Q: I grow GaAs layers, and I need a lattice parameter that I can trust to better than one per cent. The table lists pressures for one crystal whose cell is never relaxed. What does such a pressure tell me?

Pressure of GaAs (space group F-43m, 2-atom cell) from Kohn-Sham DFT without spin polarization, for a static lattice in a fixed cell of 22.59 Å³/atom. Positive values mean compression, and the Ansatz values leave out the Pulay correction of the stress. The basis column gives the plane-wave cutoff.

| method | rung | program | potentials | basis | spin orbit | k mesh | smearing | pressure (GPa) |
| --- | --- | --- | --- | --- | --- | --- | --- | --- |
| LDA | LDA | GPAW | GPAW PAW data sets (gpaw data 1.2.1) | 600 eV | no | 8x8x8 2-atom cell | gaussian 0.05eV | -0.870 |
| LDA | LDA | ABINIT | JTH PAW LDA v2.0 | 463 eV | no | 5x5x5 2-atom cell | Fermi Dirac 0.05eV | -1.980 |
| PBE | GGA | Ansatz | Ansatz PAW | 420 eV | no | 8x8x8 2-atom cell | gaussian 0.05eV | 3.240 |
| PBEsol | GGA | ABINIT | JTH PAW PBE v2.0 | 354 eV | no | 6x6x6 2-atom cell | Fermi Dirac 0.05eV | 0.010 |
| PBEsol | GGA | ABINIT | PseudoDojo NC SR PBEsol v0.4.1 standard | 1034 eV | no | 6x6x6 2-atom cell | Fermi Dirac 0.05eV | -0.750 |
| r2SCAN | meta-GGA | ABINIT | JTH PAW PBE v2.0 | 544 eV | no | 3x3x3 2-atom cell | Fermi Dirac 0.05eV | 1.640 |
| HISS | hybrid | Ansatz | SPMS NC | 925 eV | no | 5x5x5 2-atom cell | gaussian 0.025eV | -4.570 |
| HSE06 | hybrid | Ansatz | Ansatz PAW | 420 eV | yes | 4x4x4 2-atom cell | Fermi Dirac 0.05eV | 1.370 |
| HSE06-D3(BJ) | hybrid | Ansatz | Ansatz PAW | 420 eV | no | 4x4x4 2-atom cell | gaussian 0.05eV | -1.570 |
| PBE0 | hybrid | Ansatz | Ansatz PAW | 420 eV | yes | 4x4x4 2-atom cell | Fermi Dirac 0.05eV | 1.160 |

A: It tells you which way each method would move the atoms if you let it. The cell is held at a size close to that of the real crystal at room temperature. The pressure is $P=-\mathrm{d}E/\mathrm{d}V$, where $E$ is the energy and $V$ the volume of the cell. A positive value means that the energy would fall if the cell grew, so the method wants longer bonds than the real crystal has. A negative value means that it wants shorter ones.

Q: Can I turn gigapascals into a change of lattice parameter?

A: Yes, with the bulk modulus $B$, which measures how much pressure a given change of volume costs. For a small change, relieving the pressure $P$ needs a relative volume change of $P/B$. In a cubic crystal the edge $a$ takes a third of that:

$$\frac{\Delta a}{a}\approx\frac{P}{3B}.$$

I take $B$ as roughly 75 GPa, a recalled value, for all methods alike. For PBE this gives $3.24/(3\times 75)=0.0144$, so PBE would lengthen the edge by about 1.4 %.

Q: How far can I trust that conversion?

A: It is good enough to judge sizes, and no better than $B$ itself. Each method has its own bulk modulus, and a method that prefers a larger cell usually finds the crystal softer. With 60 GPa in place of 75, the PBE figure would become 1.8 %. No cell was relaxed here, so the table doesn't test the conversion. For your purpose the message is that 1 GPa of pressure stands for a little under half a per cent of lattice parameter.

Q: Then before we discuss functionals, how much of the pressure comes from the program and its settings?

A: Two functionals appear twice, and they give a feeling for it. The two LDA runs differ by 1.11 GPa and the two PBEsol runs by 0.76 GPa. The PBEsol runs share program, mesh and smearing, so their difference must come from the potentials, the cutoff or both. The LDA runs differ in more ways. One of them also freezes the 3d shells of both gallium and arsenic into the core (8 valence electrons against 28), while the other lets them respond to the bonds.

I would therefore not explain a difference below about 1 GPa between unlike setups. Two pairs don't fix a firm error bar, but they show what an ordinary change of setup can do.

Q: LDA is negative in both runs and PBE is strongly positive. Is that difference real?

A: It is far larger than the scatter. PBE lies 4.11 GPa above the LDA run that has the same mesh and smearing, and further still above the other one. The signs are also those known for most semiconductors: LDA binds too tightly and PBE too loosely.

The reason lies in how each functional treats uneven electron density. LDA assigns to every point the exchange and correlation energy of a uniform electron gas with the local density. It thereby undervalues the exchange energy that electrons gain where the density varies steeply. Stretching a crystal makes its density more uneven, because the atoms overlap less: the density thins out between them and falls off more steeply around each one. LDA gives too little credit for that state, so it leans towards the compact cell.

Q: And PBE gives the credit back?

A: It does, and in a solid it gives too much. PBE lowers the exchange energy wherever the gradient is large compared with the local density. That gain grows as the cell expands, so the energy falls faster with volume and the pressure rises. The gradient term of correlation works the other way and cancels a large part of this push, but exchange wins. The strength of the gradient term suits atoms and molecules, whose density has steep outer tails. In a dense solid the density varies more gently, and the same term pushes the bonds too far apart. The table can't say which region of the crystal contributes most.

Q: PBEsol uses the same ingredients as PBE. Why does it land so much lower?

A: Because the ingredients don't settle the result; their strength does. PBEsol uses the density and its gradient, just as PBE does, but it weakens the gradient term of exchange to the value that holds for slowly varying densities. The reward for stretching shrinks, and the pressure falls with it. PBEsol also weakens the gradient term of correlation, which takes back a smaller part of that fall. Even the higher of the two PBEsol values is 3.23 GPa below PBE. Program and potentials change as well in that comparison, but neither repeated pair shows a shift of that size.

This also answers what the column "rung" is worth. A rung names what a functional is allowed to know: the density alone, then its gradient, then the kinetic energy density of the orbitals, then exact exchange. It doesn't say how strongly that knowledge is used. Two functionals on the GGA rung can therefore differ by more than two programs that run the same functional.

Q: Does PBEsol at least stay clear of LDA?

A: In the expected direction, yes, but the margin depends on which runs you compare. With the same program and the same family of PAW data, PBEsol lies 1.99 GPa above LDA, although mesh and cutoff also differ. If you take the lower PBEsol value and the higher LDA value instead, only 0.12 GPa remains. A careless choice of runs could hide the whole effect of the gradient term.

Q: One PBEsol run gives almost exactly zero. Is that the best result in the table?

A: Not for that reason. The other PBEsol run gives −0.75 GPa, so the closeness to zero belongs to one setup and not to the functional. That setup has the lowest cutoff in the table and uses data sets made for PBE. Zero is also not quite the right target. The real crystal vibrates, even at the lowest temperatures, and its vibrations push the cell outward a little. These calculations hold the atoms still. A perfect functional would therefore show a slightly negative pressure at the measured cell, by a few tenths of a gigapascal as a rough estimate.

Q: What does exact exchange do? HSE06 and PBE0 are both positive, but well below PBE.

A: Both hybrids start from PBE and replace a quarter of its exchange by exchange computed from the orbitals themselves. HSE06 does so only at short distances between electrons, PBE0 at all distances. The usual reading is that this removes part of PBE's excessive reward for uneven density, so part of the outward push goes too. HSE06 comes out 1.87 GPa below PBE with the same potentials and cutoff. The hybrid run has a coarser mesh and includes spin-orbit coupling, so the step isn't purely one of exchange.

The two hybrids differ from each other by only 0.21 GPa at equal settings. This suggests that the short-range part of exact exchange, which they share, does most of the work on the bond length. I would not lean on their order, since the long-range exchange in PBE0 needs a fine mesh to settle and the mesh here is modest.

Q: And r2SCAN, which has no exact exchange at all, sits next to them.

A: It reaches a similar place by another route. Besides the gradient it uses the kinetic energy density, which helps it to tell a covalent bond from a region of slowly varying density. It can then treat the two differently, where PBE must apply one compromise to both. That is how theory accounts for a pressure below that of PBE. Whether r2SCAN truly lies above HSE06 is undecided: they are 0.27 GPa apart, and r2SCAN was run on the coarsest mesh in the table, with data sets made for PBE.

Q: Adding D3(BJ) to HSE06 turns the pressure negative. I thought that dispersion mattered for layered crystals and molecules, not for GaAs.

A: It acts in every material, because D3 adds an attraction between all pairs of atoms. The attraction of a single pair is weak, and the damping flattens it at bonding distance and some way beyond, so the nearest neighbours add almost nothing to the pressure. In a dense crystal, however, each atom has many neighbours further out, and their pulls all favour a smaller cell. The pressure drops by 2.94 GPa, from 1.37 to −1.57 GPa. The run with D3 also leaves out spin-orbit coupling, but in GaAs this mainly splits the top of the valence band and is expected to change the bond length little.

So the correction points the right way and goes too far. HSE06 alone wants a cell that is somewhat too large; with D3 it wants one that is too small. Measured from the slightly negative target rather than from zero, the miss with D3 is the smaller of the two. A likely reason is that D3 adds up pairs of atoms, whereas in a solid the electrons in between screen the attraction. The table has no run that could test this.

Q: That leaves HISS, with the most negative pressure of all. Is it simply a hybrid that binds strongly?

A: I would not read it that way. By the conversion above, −4.57 GPa means an edge about 2 % too short, a worse contraction than either LDA run implies. HISS places its exact exchange at middle distances between electrons, with a larger share than the quarter in HSE06, so a pressure somewhat below HSE06 is to be expected. It is, however, known for good lattice parameters in semiconductors. A result so far from that reputation calls for a check of the setup before anyone explains it by the functional.

Q: What in the setup would you suspect?

A: The potentials come first, because this is the only run that uses the SPMS set. A potential replaces the inner electrons of each atom, and an error in how it repels the valence electrons at short distance goes straight into the pressure. That remains a suspicion. HISS lies 5.94 GPa below HSE06, nearly eight times the difference between the two PBEsol runs, so the potentials would have to do far more harm here than they seem to do there. The other candidate is how these potentials meet exact exchange. They keep the 3d shells in the valence but leave the 3s and 3p shells, which overlap them strongly, in the core, a known weak point of norm-conserving potentials in hybrid calculations. The input also switches off the program's special treatment of the singular term in the exchange sum, but that is unlikely to be the cause. The middle-range interaction of HISS stays finite at zero wave vector, and leaving that term out would remove an attraction that grows as the cell shrinks, so the pressure would come out too high, not too low.

Q: How would you decide between them?

A: With one inexpensive calculation: PBE with the SPMS potentials, on the same cell, with the cutoff and mesh of the HISS run. PBE needs no exact exchange, so that part of the setup drops out. If the pressure comes out several gigapascals below the 3.24 GPa that PBE gives here, the potentials are at fault. If it comes out close to that value, the question moves on to the exchange in HISS, or to how these potentials work together with it; HSE06 with the SPMS potentials would then tell these two apart. Until that run exists, I would not use the HISS value to choose a lattice parameter.
